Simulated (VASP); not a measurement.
# SiC (F-43m) in VASP: notebook

Aim: see how the results for SiC move with the level of theory and the settings. Levels: LDA, PBEsol, r2SCAN. Tasks: relaxation of cell and atoms.

All numbers are computed with VASP 6.6.1; they aren't measurements. Logs are shortened: lines on timing, memory, paths and dates and some standing lists are left out, and cuts for length are marked.

**1. The structure**

Symmetry: F-43m, No. 216, cubic system. The conventional cell has a = 4.505 Å, b = 4.505 Å, c = 4.505 Å, α = 90.00°, β = 90.00°, γ = 90.00°. Around C (site symmetry -43m) lie 4 Si at 1.95 Å. Around Si (site symmetry -43m) lie 4 C at 1.95 Å.

The cell was built by a generator and isn't the measured one.

**2. Relaxation of cell and atoms, LDA**

INCAR reads:

```
ALGO = Normal
EDIFF = 1E-7
EDIFFG = -0.02
ENCUT = 300
IBRION = 2
ISIF = 3
ISMEAR = 0
LASPH = True
LCHARG = False
LREAL = False
LWAVE = False
NELM = 60
NSW = 40
PREC = Accurate
SIGMA = 0.02
```

KPOINTS reads:

```
k-points
0
Gamma
  5 5 5
```

POSCAR reads:

```
SiC
1.0
    0.0000000000      2.2526106000      2.2526106000
    2.2526106000      0.0000000000      2.2526106000
    2.2526106000      2.2526106000      0.0000000000
C Si
1 1
Direct
    0.7500000000      0.7500000000      0.7500000000
    0.5000000000      0.5000000000      0.5000000000
```

Potentials or basis: VASP PAW LDA potentials, release 64 (C, Si).

On the command line:

```console
$ cat potpaw_LDA.64/C/POTCAR potpaw_LDA.64/Si/POTCAR > POTCAR
$ mpirun -np 1 vasp_std > vasp.out
```

OUTCAR:

```text
EDIFF = 1E-7
   EDIFFG = -0.02
   ENCUT = 300
   IBRION = 2
   ISIF = 3
   ISMEAR = 0
   LASPH = True
   LREAL = False
   NELM = 60
   NSW = 40
   PREC = Accurate

 ion  position               nearest neighbor table
   1  0.750  0.750  0.750-   2 1.95   2 1.95   2 1.95   2 1.95
   2  0.500  0.500  0.500-   1 1.95   1 1.95   1 1.95   1 1.95

  LATTYP: Found a face centered cubic cell.
 ALAT       =     4.5052212000

  Lattice vectors:

 A1 = (   0.0000000000,   2.2526106000,   2.2526106000)
 A2 = (   2.2526106000,   0.0000000000,   2.2526106000)
 A3 = (   2.2526106000,   2.2526106000,   0.0000000000)

Analysis of symmetry for initial positions (statically):
=====================================================================
 Subroutine PRICEL returns:
 Original cell was already a primitive cell.

 Routine SETGRP: Setting up the symmetry group for a
 face centered cubic supercell.

 Subroutine GETGRP returns: Found 24 space group operations
 (whereof 24 operations were pure point group operations)
 out of a pool of 48 trial point group operations.

The static configuration has the point symmetry T_d .

Analysis of symmetry for dynamics (positions and initial velocities):
=====================================================================
 Subroutine PRICEL returns:
 Original cell was already a primitive cell.

 Routine SETGRP: Setting up the symmetry group for a
 face centered cubic supercell.

 Subroutine GETGRP returns: Found 24 space group operations
 (whereof 24 operations were pure point group operations)
 out of a pool of 48 trial point group operations.

The dynamic configuration has the point symmetry T_d .

 Subroutine INISYM returns: Found 24 space group operations
 (whereof 24 operations are pure point group operations),
 and found     1 'primitive' translations

----------------------------------------------------------------------------------------

                                     Primitive cell

  volume of cell :      22.8606

  direct lattice vectors                    reciprocal lattice vectors
     0.000000000  2.252610600  2.252610600    -0.221964684  0.221964684  0.221964684
     2.252610600  0.000000000  2.252610600     0.221964684 -0.221964684  0.221964684
     2.252610600  2.252610600  0.000000000     0.221964684  0.221964684 -0.221964684

  length of vectors
     3.185672461  3.185672461  3.185672461     0.384454110  0.384454110  0.384454110

  position of ions in fractional coordinates (direct lattice)
     0.750000000  0.750000000  0.750000000
     0.500000000  0.500000000  0.500000000

  ion indices of the primitive-cell ions
   primitive index   ion index
                 1           1
                 2           2

----------------------------------------------------------------------------------------

 KPOINTS: k-points

Automatic generation of k-mesh.
 Grid dimensions read from file:
 generate k-points for:    5    5    5

 Generating k-lattice:

  Cartesian coordinates                     Fractional coordinates (reciprocal lattice)
    -0.044392937  0.044392937  0.044392937     0.200000000  0.000000000  0.000000000
     0.044392937 -0.044392937  0.044392937     0.000000000  0.200000000  0.000000000
     0.044392937  0.044392937 -0.044392937     0.000000000  0.000000000  0.200000000

  Length of vectors
     0.076890822  0.076890822  0.076890822

  Shift w.r.t. Gamma in fractional coordinates (k-lattice)
     0.000000000  0.000000000  0.000000000

 Subroutine IBZKPT returns following result:
 ===========================================

 Found     10 irreducible k-points:

 Following reciprocal coordinates:
            Coordinates               Weight
  0.000000  0.000000  0.000000      1.000000
  0.200000  0.000000  0.000000      8.000000
  0.400000  0.000000  0.000000      8.000000
  0.200000  0.200000  0.000000      6.000000
  0.400000  0.200000  0.000000     24.000000
 -0.400000  0.200000  0.000000     24.000000
 -0.200000  0.200000  0.000000     12.000000
  0.400000  0.400000  0.000000      6.000000
 -0.400000  0.400000  0.000000     12.000000
 -0.400000  0.400000  0.200000     24.000000
   k-points           NKPTS =     10   k-points in BZ     NKDIM =     10   number of bands    NBANDS=      8
   number of dos      NEDOS =    301   number of ions     NIONS =      2
   total plane-waves  NPLWV =   5832
   dimension x,y,z NGX =    18 NGY =   18 NGZ =   18
   dimension x,y,z NGXF=    36 NGYF=   36 NGZF=   36
   ions per type =               1   1
   NGX,Y,Z   is equivalent  to a cutoff of   9.39,  9.39,  9.39 a.u.
   NGXF,Y,Z  is equivalent  to a cutoff of  18.79, 18.79, 18.79 a.u.
 SYSTEM =  unknown system
   PREC   = accura    normal or accurate (medium, high low for compatibility)
   ISTART =      0    job   : 0-new  1-cont  2-samecut
   ICHARG =      2    charge: 1-file 2-atom 10-const
   ISPIN  =      1    spin polarized calculation?
   LNONCOLLINEAR =      F non collinear calculations
   LSORBIT =      F    spin-orbit coupling
   LASPH  =      T    aspherical Exc in radial PAW
   ENCUT  =  300.0 eV  22.05 Ry    4.70 a.u.   4.50  4.50  4.50*2*pi/ulx,y,z
   NELM   =     60;   NELMIN=  2; NELMDL= -5     # of ELM steps
   EDIFF  = 0.1E-06   stopping-criterion for ELM
   LREAL  =      F    real-space projection
   EDIFFG = -.2E-01   stopping-criterion for IOM
   NSW    =     40    number of steps for IOM
   IBRION =      2    ionic relax: 0-MD 1-quasi-New 2-CG
   NFREE  =      1    steps in history (QN), initial steepest desc. (CG)
   ISIF   =      3    stress and relaxation
   ISYM   =      2    0-nonsym 1-usesym 2-fastsym
   POTIM  = 0.5000    time-step for ionic-motion
   TEBEG  =    0.0;   TEEND  =   0.0 temperature during run
   PSTRESS=    0.0 pullay stress
   NELECT =       8.0000    total number of electrons
   NUPDOWN=      -1.0000    fix difference up-down
   EMIN   =  10.00;   EMAX   =-10.00  energy-range for DOS
   EFERMI =   0.00;   METHOD = LEGACY
   ISMEAR =     0;   SIGMA  =   0.02  broadening in eV -4-tet -1-fermi 0-gaus
   EFERMI_NEDOS =   21; number of points for ismear=-14 and -15
   IALGO  =     38    algorithm
   IMIX   =      4    mixing-type and parameters
     AMIX     =   0.40;   BMIX     =  1.00
     AMIX_MAG =   1.60;   BMIX_MAG =  1.00
  volume/ion in A,a.u.               =      11.43        77.14
  Fermi-wavevector in a.u.,A,eV,Ry     =   1.153653  2.180089 18.108216  1.330916
  Thomas-Fermi vector in A             =   2.290296
   LORBIT       =      0    0 simple, 1 ext, 2 COOP (PROOUT), +10 PAW based schemes
   GGA     = CA    functional components
   LHFCALC =     F    Hartree Fock is set to
   AEXX    =    0.0000 exact exchange contribution
   IVDW    =     0    specifies the selected vdW correction
   LEPSILON=     F    determine dielectric tensor
   LRPA    =     F    only Hartree local field effects (RPA)
 conjugate gradient relaxation of ions
 non-spin polarized calculation
 Gauss-broadening in eV      SIGMA  =   0.02
  energy-cutoff  :      300.00
  volume of cell :       22.86
 maximum number of plane-waves:       283
 NGX is ok and might be reduce to    18
   NGX =  9   NGY =  9   NGZ =  9

--------------------------------------- Ionic step        1  -------------------------------------------

 number of electron       7.9999999 magnetization

 Free energy of the ion-electron system (eV)
  ---------------------------------------------------
  ext. energy  EPLUGINS =         0.00000000
  ---------------------------------------------------
  free energy    TOTEN  =       -16.44070408 eV

  energy without entropy =      -16.44070408  energy(sigma->0) =      -16.44070408

------------------------ aborting loop because EDIFF is reached ----------------------------------------

  FORCE on cell =-STRESS in cart. coord.  units (eV):
  Direction    XX          YY          ZZ          XY          YZ          ZX
  --------------------------------------------------------------------------------------
  -------------------------------------------------------------------------------------
  Total       -4.0659321     -4.0659321     -4.0659321     -0.0000000     -0.0000000      0.0000000
  in kB     -284.9589704   -284.9589704   -284.9589704     -0.0000000     -0.0000000      0.0000000
  external PRESSURE =    -284.9589704 kB  Pullay stress =       0.0000000 kB
[... 21 lines left out ...]
  energy  without entropy=      -16.4407040766  energy(sigma->0) =      -16.44070408

--------------------------------------- Ionic step        2  -------------------------------------------

 number of electron       7.9999997 magnetization

 E-fermi :  10.7438     XC(G=0): -12.4722

 val. band max:       10.6542978910   @ k =   0.0000   0.0000   0.0000
 cond. band min:      12.3063338153   @ k =   0.4000   0.4000   0.0000
 fundamental gap:      1.6520359243
 Fermi energy:        10.7438290299

 k-point     1 :       0.0000    0.0000    0.0000
  band No.  band energies     occupation
      1      -6.4106      2.00000
      2      10.6543      2.00000
      3      10.6543      2.00000
      4      10.6543      2.00000
      5      19.4378      0.00000
      6      19.4378      0.00000
      7      19.4378      0.00000
      8      19.4621      0.00000
[... 166 lines left out ...]
  energy  without entropy=      -16.7342565034  energy(sigma->0) =      -16.73425650

--------------------------------------- Ionic step        4  -------------------------------------------

 number of electron       8.0000001 magnetization

 Free energy of the ion-electron system (eV)
  ---------------------------------------------------
  ext. energy  EPLUGINS =         0.00000000
  ---------------------------------------------------
  free energy    TOTEN  =       -16.73475338 eV

  energy without entropy =      -16.73475338  energy(sigma->0) =      -16.73475338

 E-fermi :   8.6802     XC(G=0): -11.7194

 val. band max:        8.5381071668   @ k =   0.0000   0.0000   0.0000
 cond. band min:      10.2668698384   @ k =   0.4000   0.4000   0.0000
 fundamental gap:      1.7287626715
 Fermi energy:         8.6801831268

 k-point     1 :       0.0000    0.0000    0.0000
  band No.  band energies     occupation
      1      -7.1156      2.00000
      2       8.5381      2.00000
      3       8.5381      2.00000
      4       8.5381      2.00000
      5      15.2413      0.00000
      6      15.9806      0.00000
      7      15.9806      0.00000
      8      15.9806      0.00000
[... 126 lines left out ...]
  FREE ENERGIE OF THE ION-ELECTRON SYSTEM (eV)
  ---------------------------------------------------
  free  energy   TOTEN  =       -16.7347533815 eV

  energy  without entropy=      -16.7347533815  energy(sigma->0) =      -16.73475338

 reached required accuracy - stopping structural energy minimisation
```

It took 4 s on 1 thread of Intel Xeon Platinum 8259CL at 2.50GHz (Skylake/Cascade Lake), shared host; peak memory 0.1 GiB.

The run converged, but a check on its numbers failed (symmetry, net force, bounds or a known fault of this set-up), so they aren't taken as properties of the crystal.

Caveat: the k mesh is coarse (spacing up to 0.48 Å⁻¹), so the values aren't converged; the cutoff lies under the usual one of these potentials, so the numbers hold a large basis-set error; an odd mesh through Γ misses points on the zone boundary, where band edges often lie.

**3. Relaxation of cell and atoms, PBEsol**

INCAR reads:

```
SYSTEM = SiC
  PREC = Accurate
  ENCUT = 600
  EDIFF = 1E-7
  ISMEAR = 0
  SIGMA = 0.02
  LREAL = .FALSE.
  LASPH = .TRUE.
  NELM = 100
  ALGO = Normal
  ISIF = 3
  LWAVE = .FALSE.
  LCHARG = .FALSE.
  GGA = PS
  IBRION = 2
  NSW = 60
  EDIFFG = -0.01
  KPAR = 4
```

KPOINTS reads:

```
Automatic mesh
0
G
  9 9 9
  0 0 0
```

POSCAR is that of step 2.

Potentials or basis: VASP PAW PBE potentials, release 64 (C, Si).

On the command line:

```console
$ cat potpaw_PBE.64/C/POTCAR potpaw_PBE.64/Si/POTCAR > POTCAR
$ mpirun -np 4 vasp_std > vasp.out
```

OUTCAR:

```text
SYSTEM = SiC
   PREC = Accurate
   ENCUT = 600
   EDIFF = 1E-7
   ISMEAR = 0
   LREAL = .FALSE.
   LASPH = .TRUE.
   NELM = 100
   ISIF = 3
   GGA = PS
   IBRION = 2
   NSW = 60
   EDIFFG = -0.01

 ion  position               nearest neighbor table
   1  0.750  0.750  0.750-   2 1.95   2 1.95   2 1.95   2 1.95
   2  0.500  0.500  0.500-   1 1.95   1 1.95   1 1.95   1 1.95

  LATTYP: Found a face centered cubic cell.
 ALAT       =     4.5052212000

  Lattice vectors:

 A1 = (   0.0000000000,   2.2526106000,   2.2526106000)
 A2 = (   2.2526106000,   0.0000000000,   2.2526106000)
 A3 = (   2.2526106000,   2.2526106000,   0.0000000000)

Analysis of symmetry for initial positions (statically):
=====================================================================
[... 298 lines left out ...]
 fundamental gap:      1.3797386635
 Fermi energy:         8.1762283149

 k-point     1 :       0.0000    0.0000    0.0000
  band No.  band energies     occupation
      1      -7.3664      2.00000
      2       8.0616      2.00000
      3       8.0616      2.00000
      4       8.0616      2.00000
      5      14.2541      0.00000
      6      15.3082      0.00000
      7      15.3082      0.00000
      8      15.3082      0.00000
[... 243 lines left out ...]
 k-point    24 :       0.4444    0.4444    0.0000
  band No.  band energies     occupation
      1      -2.7728      2.00000
      2       0.7636      2.00000
      3       4.9169      2.00000
      4       4.9169      2.00000
      5       9.4413      0.00000
      6      12.3605      0.00000
      7      21.7587      0.00000
      8      21.7587      0.00000

 [... further k-points ...]

------------------------ aborting loop because EDIFF is reached ----------------------------------------

  FORCE on cell =-STRESS in cart. coord.  units (eV):
  Direction    XX          YY          ZZ          XY          YZ          ZX
  --------------------------------------------------------------------------------------
  -------------------------------------------------------------------------------------
  Total        0.0139275      0.0139275      0.0139275      0.0000000      0.0000000      0.0000000
  in kB        1.0789509      1.0789509      1.0789509      0.0000000      0.0000000      0.0000000
  external PRESSURE =       1.0789509 kB  Pullay stress =       0.0000000 kB
[... 17 lines left out ...]
  FREE ENERGIE OF THE ION-ELECTRON SYSTEM (eV)
  ---------------------------------------------------
  free  energy   TOTEN  =       -15.9180315254 eV

  energy  without entropy=      -15.9180315254  energy(sigma->0) =      -15.91803153

 reached required accuracy - stopping structural energy minimisation
```

OSZICAR:

```text
N       E                     dE             d eps       ncg     rms          rms(c)
DAV:   1     0.876124632140E+01    0.87612E+01   -0.44882E+03   560   0.981E+02
DAV:   2    -0.168837583176E+02   -0.25645E+02   -0.24402E+02   864   0.117E+02
DAV:   3    -0.173200507569E+02   -0.43629E+00   -0.43629E+00   600   0.192E+01
[... 34 lines left out ...]
DAV:   1    -0.159180548903E+02   -0.53804E-04   -0.11022E-03   584   0.291E-01    0.368E-02
DAV:   2    -0.159180355907E+02    0.19300E-04   -0.50301E-05   648   0.471E-02    0.180E-02
DAV:   3    -0.159180318464E+02    0.37442E-05   -0.68260E-06   720   0.186E-02    0.461E-03
DAV:   4    -0.159180314384E+02    0.40796E-06   -0.10180E-06   616   0.613E-03    0.210E-03
DAV:   5    -0.159180315254E+02   -0.86987E-07   -0.25064E-08   304   0.132E-03
   4 F= -.15918032E+02 E0= -.15918032E+02  d E =-.133188E+00
```

CONTCAR:

```text
SiC
   1.00000000000000
     0.0000000000000000    2.1786332970266118    2.1786332970266118
     2.1786332970266118    0.0000000000000000    2.1786332970266118
     2.1786332970266118    2.1786332970266118    0.0000000000000000
  C               Si
     1     1
Direct
     0.7500000000000000    0.7500000000000000    0.7500000000000000
     0.5000000000000000    0.5000000000000000    0.5000000000000000

  0.00000000E+00  0.00000000E+00  0.00000000E+00
  0.00000000E+00  0.00000000E+00  0.00000000E+00
```

Run time: 11 s. Hardware: 4 MPI ranks of Intel Xeon Platinum 8375C at 2.90GHz (Ice Lake), shared host; peak memory 0.14 GiB.

What came out:

| Item | Value |
| --- | --- |
| Free energy | -15.9180 eV |
| Relaxed volume | 10.34 Å³/atom |
| Relaxed cell | a = 3.081 Å, b = 3.081 Å, c = 3.081 Å, α = 60.00°, β = 60.00°, γ = 60.00° |
| Space group after relaxing (to 0.05 Å) | F-43m (No. 216) |
| Energy gained by relaxing | 66.6 meV/atom |
| Ionic steps | 4 |
| Pressure after relaxing | 0.1 GPa |
| Band gap on the k mesh | 1.38 eV, indirect (least direct gap 4.52 eV) |

Step by step:
```tsv
step	energy change (eV)	largest force (eV/Å)	pressure (GPa)	volume (Å³)
1	0.0000	0.0000	-18.11	22.86
2	-0.0013	0.0000	24.73	18.85
3	-0.1332	0.0000	-0.33	20.72
4	-0.1332	0.0000	0.11	20.68
```

Final structure:
```yaml
crystal:
  lattice:
    - [0.00000, 2.17863, 2.17863]
    - [2.17863, 0.00000, 2.17863]
    - [2.17863, 2.17863, 0.00000]
  atoms:
    - { symbol: C, position: [0.75000, 0.75000, 0.75000] }
    - { symbol: Si, position: [0.50000, 0.50000, 0.50000] }
```

Levels at points of the mesh, in eV from the valence-band top:
| k point | band 1 | band 2 | band 3 | band 4 | band 5 | band 6 | band 7 | band 8 |
| --- | --- | --- | --- | --- | --- | --- | --- | --- |
| (0.00, 0.00, 0.00) | -15.43 | 0.00 | 0.00 | 0.00 | 6.19 | 7.25 | 7.25 | 7.25 |

Caveat: the PAW data sets were made with another functional, which shifts forces and pressure a little; an odd mesh through Γ misses points on the zone boundary, where band edges often lie.

(Continued in part 2 of 2.)
